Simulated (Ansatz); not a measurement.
# Random alloy of the fcc Cu-Al line, x = 0.25 (128 atoms): geometry optimisation, part 3 of 3

Wanted: the relaxed structure of random alloy of the fcc Cu-Al line, x = 0.25 (128 atoms) and its electronic structure.

Ansatz 0.2.0; Kohn-Sham DFT, PBE, PAW (set soft_2), plane waves.

The cell: 96 Cu and 32 Al. The host structure and its lattice constant were typed by rule, without a check against the phase diagram.

So far. Step 3 (Cell and atoms relaxed): The relaxation changed the energy by -22.5 meV/atom, and atoms moved by 0.087 Å r.m.s., 0.2 Å at most. Step 6 (K-mesh 3×3×3): Forces differ from those of the single point at the relaxed geometry by 7.4 meV/Å r.m.s.; the energy by -0.56 meV/atom and the pressure by +0.035 GPa. It took 40 s and 11 cycles; the reference's time can't be set against it, since the two runs asked for unlike analyses.

**7. Functional r2SCAN (500 eV)**

The meta-GGA r2SCAN uses the kinetic energy density as well as the density and its gradient. Besides, the cutoff goes from 420 to 500 eV.

This step: Kohn-Sham DFT, r2SCAN, PAW (set soft_2), plane waves (Ansatz 0.2.0).

File input.yaml:

```yaml
crystal:
  lattice:
    - [-7.3905, 7.39301, 7.35667]
    - [7.40281, -7.40404, 7.38001]
    - [7.41985, 7.43339, -7.3677]
  atoms:
    [... the 128 atom lines of step 5 ...]
kpoints:
  mp_grid: { grid: [2, 2, 2] }
hamiltonian:
  xc: r2scan
scf:
  occupations: { method: fermi_dirac, width: 0.1 }
output:
  forces: true
  stress: true
  populations: true
  dos:
    method: { smearing: { sigma: 0.08 } }
    de: 0.05
    projected: { site_lists: { Al: [Al], Cu: [Cu] } }
  eigenvalues: true
```

The run is started by

```console
$ ansatz run input.yaml --threads 6 --pin off --max-ram 102400MiB --backend cuda --events-out ev --progress --plain --runs-dir out
```

Numbers of over 12 decimals in the logs are rounded to 6 here.

Output:

```text
[...]
GPU FFT provider: cuFFT
GPU libraries: cuBLAS 13.8.2, cuFFT 12.4.0, cuSOLVER 12.3.4
Crystal: 128 atoms, lattice volume = 1619.307 Å³
Basis set: ecut = 500 eV, 41091 PW (Γ), exchange–correlation on 384×384×384 points (64 copies of the dense FFT grid, shifted against one another)
Bands: 1152, of which v1, the nominal top of the filled ones, is band 960 counted from 1 (959 counted from 0)
Symmetry: 1 space group operations
[...]
k-points: 8
[...]
GPU buffer pool allocated for 884736 grid points (all kernels)
[...]
SCF iter   1: F=—  HF=-653910.638751 eV  |F-HF|=—  |Δ(HF+E_count)|=         —  Δρ=3.88e-2  dr2=1.57e1  dr2_τ=2.53e-1  ethr=1.77e-3  ⟨swp⟩=5.0  Hψ=32744  notcnv=0  defer=347
[...]
SCF iter  13: F=—  HF=-653908.447469 eV  |F-HF|=—  |Δ(HF+E_count)|=   1.85e-7  Δρ=4.12e-6  dr2=6.22e-7  dr2_τ=3.36e-9  ethr=1.07e-10  ⟨swp⟩=2.0  Hψ=12340  notcnv=0  defer=1090
SCF iter  14: F=-653908.447469 eV  HF=-653908.447469 eV  |F-HF|=7.19e-8  |Δ(HF+E_count)|=   1.13e-8  Δρ=2.23e-6  dr2=9.01e-8  dr2_τ=6.90e-10  ethr=5.21e-12  ⟨swp⟩=8.0  Hψ=39887  notcnv=0
SCF 1 converged in 14 iterations: F = -653908.447469 eV  dr2 = 9.01e-8
[...]
SCF converged after 14 iterations
Free energy (F): -653908.447469 eV
[...]
Internal energy: -653907.299637 eV  (E = F + TS)
E sigma→0 (E₀):  -653907.873553 eV
Entropy (-TS):   -1.147832 eV (-8.967 meV/atom)
Fermi energy:    14.371416 eV
[...]
Σ components = -653908.447469   (vs F -653908.447469, Δ=0.00e0)
--- Forces (eV/Å), atoms counted from 1 ---
  atom   1  Cu     0.01796016    -0.01656008     0.01881578
  atom   2  Cu    -0.00162991     0.03105670     0.02464760
  atom   3  Cu    -0.02424933     0.00932143    -0.02407614
  atom   4  Al    -0.04368798    -0.03683187     0.03022285
[...]
atom 128  Cu     0.02089399    -0.00195083    -0.03112822
  max |Σ_I F_I| component: 3.17e-5 eV/Å
--- Stress (GPa, compression-positive) ---
       -5.030670      -0.007355      -0.000411
       -0.007355      -5.013911       0.001669
       -0.000411       0.001669      -5.051687
  P = ⅓ Tr σ = -5.0321 GPa (-50.321 kbar)
--- Band table (eV; the first three rows and the last of 8) ---
[...]
--- Löwdin populations: 128 sites ---
  site symbol       q [e]
     0     Cu     18.4682
     1     Cu     18.5564
     2     Cu     18.5095
[...]
127     Cu     18.4905
  spilling = 0.007646 (of n_electrons = 1920.000000)
```

Wall time 31 s (1 × NVIDIA H100 80GB HBM3 with 6 threads of AMD EPYC 7R13 (Zen 3), shared host); peak memory 6 GiB; 85 s of CPU time.

That memory is the host's; the program planned up to 44 GiB on the GPU.

Geometry and reference: those of the single point at the relaxed geometry.

Forces differ from those of the single point at the relaxed geometry by 21 meV/Å r.m.s.; the pressure by -5.1 GPa. It took 31 s and 14 cycles; the reference's time can't be set against it, since the two runs asked for unlike analyses.

**8. Functional PBEsol**

PBEsol restores the gradient expansion of exchange for slowly varying densities and usually gives shorter bonds in solids than PBE.

This step: Kohn-Sham DFT, PBEsol, PAW (set soft_2), plane waves (Ansatz 0.2.0).

Edit input.yaml of step 7 so:

```diff
@@ -10,3 +10,3 @@
 hamiltonian:
-  xc: r2scan
+  xc: pbesol
 scf:
```

Output:

```text
[...]
GPU FFT provider: cuFFT
GPU libraries: cuBLAS 13.8.2, cuFFT 12.4.0, cuSOLVER 12.3.4
Crystal: 128 atoms, lattice volume = 1619.307 Å³
Basis set: ecut = 420 eV, 31599 PW (Γ), exchange–correlation on 180×180×180 points (8 copies of the dense FFT grid, shifted against one another)
Bands: 1152, of which v1, the nominal top of the filled ones, is band 960 counted from 1 (959 counted from 0)
Symmetry: 1 space group operations
[...]
k-points: 8
[...]
GPU buffer pool allocated for 729000 grid points (all kernels)
[...]
SCF iter   1: F=—  HF=-649323.912571 eV  |F-HF|=—  |Δ(HF+E_count)|=         —  Δρ=1.41e-2  dr2=1.74e0  ethr=1.77e-3  ⟨swp⟩=5.0  Hψ=32750  notcnv=0  defer=474
[...]
SCF iter  10: F=—  HF=-649323.518272 eV  |F-HF|=—  |Δ(HF+E_count)|=   4.26e-7  Δρ=1.86e-6  dr2=1.45e-7  ethr=1.24e-10  ⟨swp⟩=2.0  Hψ=15517  notcnv=0  defer=1049
SCF iter  11: F=-649323.518272 eV  HF=-649323.518272 eV  |F-HF|=3.89e-8  |Δ(HF+E_count)|=   1.36e-8  Δρ=1.18e-6  dr2=3.49e-8  ethr=5.21e-12  ⟨swp⟩=8.9  Hψ=37173  notcnv=0
SCF 1 converged in 11 iterations: F = -649323.518272 eV  dr2 = 3.49e-8
[...]
SCF converged after 11 iterations
Free energy (F): -649323.518272 eV
[...]
Internal energy: -649322.285027 eV  (E = F + TS)
E sigma→0 (E₀):  -649322.901649 eV
Entropy (-TS):   -1.233245 eV (-9.635 meV/atom)
Fermi energy:    14.381841 eV
[...]
Σ components = -649323.518272   (vs F -649323.518272, Δ=0.00e0)
--- Forces (eV/Å), atoms counted from 1 ---
  atom   1  Cu     0.01623155    -0.02191400     0.03415198
  atom   2  Cu    -0.00172475     0.04978542     0.03892698
  atom   3  Cu    -0.03856265    -0.00147161    -0.02846088
  atom   4  Al    -0.07326790    -0.05529748     0.11140765
[...]
atom 128  Cu     0.03185718     0.00700670    -0.04990796
  max |Σ_I F_I| component: 2.68e-5 eV/Å
--- Stress (GPa, compression-positive) ---
       -6.051766       0.020672       0.011339
        0.020672      -6.043836      -0.010459
        0.011339      -0.010459      -6.086676
  P = ⅓ Tr σ = -6.0608 GPa (-60.608 kbar)
--- Band table (eV; the first three rows and the last of 8) ---
[...]
--- Löwdin populations: 128 sites ---
  site symbol       q [e]
     0     Cu     18.4768
     1     Cu     18.5617
     2     Cu     18.5154
[...]
127     Cu     18.4967
  spilling = 0.007586 (of n_electrons = 1920.000000)
```

Elapsed: 18 s, on 1 × NVIDIA H100 80GB HBM3 with 6 threads; peak memory 4.9 GiB; 50 s of CPU time.

That memory is the host's; the program planned up to 37.2 GiB on the GPU.

Geometry and reference: those of the single point at the relaxed geometry.

Forces differ from those of the single point at the relaxed geometry by 38 meV/Å r.m.s.; the pressure by -6.1 GPa.

**9. Cost against change**

Differences are against the single point at the relaxed geometry (Kohn-Sham DFT, PBE, PAW (set soft_2), plane waves), whose r.m.s. force component is 0.0111 eV/Å. Energies are set beside the reference only for runs with its functional, potentials and electron count. Times are for 1 × NVIDIA H100 80GB HBM3 with 6 threads of AMD EPYC 7R13 (Zen 3), shared host. The reference's time includes grids, which some other runs skip.

| run | Δ force, r.m.s. (meV/Å) | Δ energy (meV/atom) | Δ pressure (GPa) | cycles | time | host memory (GiB) | planned on the GPU (GiB) |
| --- | --- | --- | --- | --- | --- | --- | --- |
| reference | - | - | - | 11 | 19 s | 4.9 | 37 |
| k-mesh 3×3×3 | 7.38 | -0.561 | 0.0347 | 11 | 40 s | 5.1 | 62 |
| functional r2SCAN (500 eV) | 21.5 | - | -5.06 | 14 | 31 s | 6.0 | 44 |
| functional PBEsol | 37.8 | - | -6.09 | 11 | 18 s | 4.9 | 37 |

**10. Outcome**

| Property | Result |
| --- | --- |
| energy change in the relaxation | -22.52 meV/atom |
| r.m.s. displacement | 0.087 Å |
| largest displacement | 0.2 Å |
| free energy per atom | -5103.3880 eV/atom |
| density | 7.141 g/cm³ |
| pressure | 0.02835 GPa |
| r.m.s. force component | 0.01114 eV/Å |
| wall time of the 6 DFT runs | 2.5 min |

**Reading.** Relaxation lowers the energy by 22.5 meV/atom and moves atoms by 0.087 Å r.m.s.; the r.m.s. force component goes from 0.31 to 0.011 eV/Å. Displacements are taken in the final cell, so they leave out its strain. By the final cutoffs no bond was broken or made. The cell shrank by 3.0 % in volume. First to last step the energy falls by 2.882 eV, across changes of basis; the largest move, 0.20 Å, is that of Al4. The Al-Al bonds change most in mean length: from 2.636 Å (spread 0.031) to 2.741 Å (spread 0.060). By these cutoffs all Al atoms have 12 and all Cu atoms have 12 bonded neighbours. 115 levels are partly filled, by over 2 % (on the run's k-points), as in a metal.

Among the changes of functional, dispersion, potentials or spin set against this reference, functional PBEsol moves the forces most, by 38 meV/Å r.m.s.

[Logs are printed without paths, hosts, clocks, repeated set-up lines and the standing remarks that a program may print on its own settings, such as how far it seeks lower states.]

[Hosts, paths, dates, database ids (printed as entryN), source tags and the programs' standing remarks are cut or masked in the printed files.]
